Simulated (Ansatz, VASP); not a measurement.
# SiGe2 in two plane-wave programs, part 2 of 2

Aim: how closely do two programs agree when they are given the same cell, functional and k mesh? The cell is generated by rule, not measured, and may not be a known phase. The cell is taken from a series of runs on this material, whose earlier steps may have relaxed, scaled, displaced or heated it; both programs get it as it stands.

VASP 6.6.1 and Ansatz 0.2.0.

So far. Step 2 (Ansatz: single point, r2SCAN): The run ends at a pressure of -2.20 GPa, with forces up to 1.4 eV/Å.

## (3) VASP: single point, r2SCAN (continued)

Level of this step: r2SCAN; plane waves and PAW (Si, Ge_d); invented cell (VASP).

Numbers of over 12 decimals in the logs are rounded to 6 here.

From OUTCAR (step 3):

```text
ion  position               nearest neighbor table
   1  0.000  0.975  0.975-   6 2.28   9 2.28   7 2.57  12 2.57
   2  0.000  0.525  0.525-   8 2.28  11 2.28  10 2.57   5 2.57
   3  0.500  0.975  0.525-   9 2.28  11 2.28   5 2.57   7 2.57
   4  0.500  0.525  0.975-   6 2.28   8 2.28  10 2.57  12 2.57
   5  0.750  0.250  0.420-  12 2.54   3 2.57   2 2.57
   6  0.750  0.750  0.080-   1 2.28   4 2.28  11 2.54
   7  0.250  0.080  0.250-  10 2.54   3 2.57   1 2.57
   8  0.250  0.420  0.750-   2 2.28   4 2.28   9 2.54
   9  0.250  0.080  0.750-   1 2.28   3 2.28   8 2.54
  10  0.250  0.420  0.250-   7 2.54   4 2.57   2 2.57
  11  0.750  0.750  0.420-   2 2.28   3 2.28   6 2.54
  12  0.750  0.250  0.080-   5 2.54   4 2.57   1 2.57

  LATTYP: Found a simple tetragonal cell.
 ALAT       =     7.4783930454
 C/A-ratio  =     0.7071067812

 Subroutine GETGRP returns: Found  8 space group operations
 (whereof  2 operations were pure point group operations)

The static configuration has the point symmetry C_2 .
 The point group associated with its full space group is D_4 .

 Found     50 irreducible k-points:

   k-points           NKPTS =     50   k-points in BZ     NKDIM =     50   number of bands    NBANDS=     79

   dimension x,y,z NGX =    40 NGY =   60 NGZ =   60
   dimension x,y,z NGXF=    80 NGYF=  120 NGZF=  120

   ENCUT  =  550.0 eV  40.42 Ry    6.36 a.u.  10.11 14.30 14.30*2*pi/ulx,y,z

   NELECT =     128.0000    total number of electrons

 k-points in reciprocal lattice and weights: Automatic mesh
   0.00000000  0.00000000  0.00000000       0.003
   0.12500000  0.00000000  0.00000000       0.007
   0.25000000  0.00000000  0.00000000       0.007
   0.37500000  0.00000000  0.00000000       0.007
   0.50000000  0.00000000  0.00000000       0.003
   0.00000000  0.16666667  0.00000000       0.014
   0.12500000  0.16666667  0.00000000       0.028
   0.25000000  0.16666667  0.00000000       0.028
   0.37500000  0.16666667  0.00000000       0.028
[...]
0.37500000  0.50000000  0.50000000       0.007
   0.50000000  0.50000000  0.50000000       0.003

 average (electrostatic) potential at core
       1 -88.8654       2 -88.8654       3 -88.8654       4 -88.8654       5 -80.2082
       6 -80.3519       7 -80.2082       8 -80.3519       9 -80.3519      10 -80.2082
      11 -80.3519      12 -80.2082

 E-fermi :   4.0011

 k-point     1 :       0.0000    0.0000    0.0000
  band No.  band energies     occupation
    ...
     59       1.3891      2.00000
     60       1.9534      2.00000
     61       2.4998      2.00000
     62       2.4998      2.00000
     63       2.6409      2.00000
     64       4.5978     -0.00020
     65       4.9419     -0.00000
     66       4.9759     -0.00000
     67       4.9759     -0.00000
     68       5.3218     -0.00000
    ...

 k-point     2 :       0.1250    0.0000    0.0000
  band No.  band energies     occupation
    ...
     59       1.6236      2.00000
     60       1.7749      2.00000
     61       2.2059      2.00000
     62       2.4895      2.00000
     63       3.3487      2.00004
     64       4.6891     -0.00001
     65       4.7606     -0.00000
     66       4.9757     -0.00000
     67       5.1118     -0.00000
     68       5.2870     -0.00000
    ...

 k-point     3 :       0.2500    0.0000    0.0000
  band No.  band energies     occupation
    ...
     59       1.8544      2.00000
     60       1.9478      2.00000
     61       2.4816      2.00000
     62       2.5726      2.00000
     63       4.0241      0.80613
     64       4.6368     -0.00007
     65       4.8633     -0.00000
     66       5.0595     -0.00000
     67       5.4578     -0.00000
     68       5.4980     -0.00000
    ...

  Total       -3.4268279     -4.3925638     -4.3925638      0.0000000      0.0000000      0.0000000
  in kB      -18.5649169    -23.7968129    -23.7968129      0.0000000      0.0000000      0.0000000
  external PRESSURE =     -22.0528476 kB  Pullay stress =       0.0000000 kB

  energy-cutoff  :      550.00
  volume of cell :      295.74
      direct lattice vectors                 reciprocal lattice vectors
    -5.288022435  0.000000000  0.000000000    -0.189106611  0.000000000  0.000000000
     0.000000000 -5.288022435 -5.288022435     0.000000000 -0.094553305 -0.094553305
     0.000000000 -5.288022435  5.288022435     0.000000000 -0.094553305  0.094553305

 POSITION                                       TOTAL-FORCE (eV/Angst)
 -----------------------------------------------------------------------------------
      0.00000    -10.30847      0.00000         0.000000     -1.441095      0.000000
      0.00000     -5.55560      0.00000         0.000000      1.441095      0.000000
     -2.64401     -7.93203     -2.37643         0.000000     -0.000000     -1.441095
     -2.64401     -7.93203      2.37643         0.000000     -0.000000      1.441095
     -3.96602     -3.54175      0.89774         0.000000     -0.188670      0.188670
     -3.96602     -4.39028     -3.54175         0.000000     -0.573154      0.573154
     -1.32201     -1.74627      0.89774         0.000000      0.188670      0.188670
     -1.32201     -6.18576      1.74627         0.000000      0.573154      0.573154
     -1.32201     -4.39028      3.54175         0.000000     -0.573154     -0.573154
     -1.32201     -3.54175     -0.89774        -0.000000     -0.188670     -0.188670
     -3.96602     -6.18576     -1.74627         0.000000      0.573154     -0.573154
     -3.96602     -1.74627     -0.89774         0.000000      0.188670     -0.188670
 -----------------------------------------------------------------------------------
    total drift:                               -0.000000      0.000000     -0.000000

  FREE ENERGIE OF THE ION-ELECTRON SYSTEM (eV)
  ---------------------------------------------------
  free  energy   TOTEN  =      -137.8608723323 eV

  energy  without entropy=     -137.8747457392  energy(sigma->0) =     -137.86549680

 total charge
# of ion       s       p       d       tot
------------------------------------------
    1        0.778   0.859   0.000   1.636
    2        0.778   0.859   0.000   1.636
    3        0.778   0.859   0.000   1.636
    4        0.778   0.859   0.000   1.636
    5        1.185   1.027  10.010  12.222
    6        1.138   1.233  10.017  12.388
    7        1.185   1.027  10.010  12.222
    8        1.138   1.233  10.017  12.388
    9        1.138   1.233  10.017  12.388
   10        1.185   1.027  10.010  12.222
   11        1.138   1.233  10.017  12.388
   12        1.185   1.027  10.010  12.222
--------------------------------------------------
tot         12.403  12.476  80.104 104.984

[... 3 further parts left out ...]
```

The run ends at a pressure of -2.21 GPa, with forces up to 1.4 eV/Å.

## (4) Comparison

Known differences besides the potentials themselves: VASP keeps PBE cores, Ansatz makes them for the functional; the cutoff is 500 eV in Ansatz and 550 eV in VASP. Total energies have different zeros and are not compared.

The two programs side by side:

```
      quantity  Ansatz   VASP  difference
pressure (GPa)   -2.20  -2.21       +0.01
```

Forces on 8 of the 12 atoms, those with the largest forces and the largest differences (eV/Å; atoms numbered as in POSCAR):

```
atom         Ansatz x, y, z           VASP x, y, z
 Si1   0.000, -1.441, 0.000   0.000, -1.441, 0.000
 Si2    0.000, 1.441, 0.000    0.000, 1.441, 0.000
 Si3   0.000, 0.000, -1.441   0.000, 0.000, -1.441
 Si4    0.000, 0.000, 1.441    0.000, 0.000, 1.441
 Ge6   0.000, -0.582, 0.582   0.000, -0.573, 0.573
 Ge8    0.000, 0.582, 0.582    0.000, 0.573, 0.573
 Ge9  0.000, -0.582, -0.582  0.000, -0.573, -0.573
Ge11   0.000, 0.582, -0.582   0.000, 0.573, -0.573
```

The forces differ by 4.9 meV/Å r.m.s., which is 0.9 % of the r.m.s. force of 0.558 eV/Å (both taken over all components).

## (5) Results

```json
{
  "r.m.s. force difference (single point, r2SCAN)": "0.88 % of the r.m.s. force"
}
```

What this shows: The r.m.s. force difference is 0.88 % of the r.m.s. force (single point, r2SCAN), within the 3 % picked in this series as the mark of a large difference. How closely two codes agree says nothing of how well the functional describes the real material.

[Lines on the potential files, build, host, timing and source positions are cut from VASP's logs without a mark.]

[Logs are printed without paths, hosts, clocks, repeated set-up lines and the standing remarks that a program may print on its own settings, such as how far it seeks lower states.]

[Hosts, paths, dates, database ids (printed as entryN), source tags and the programs' standing remarks are cut or masked in the printed files.]
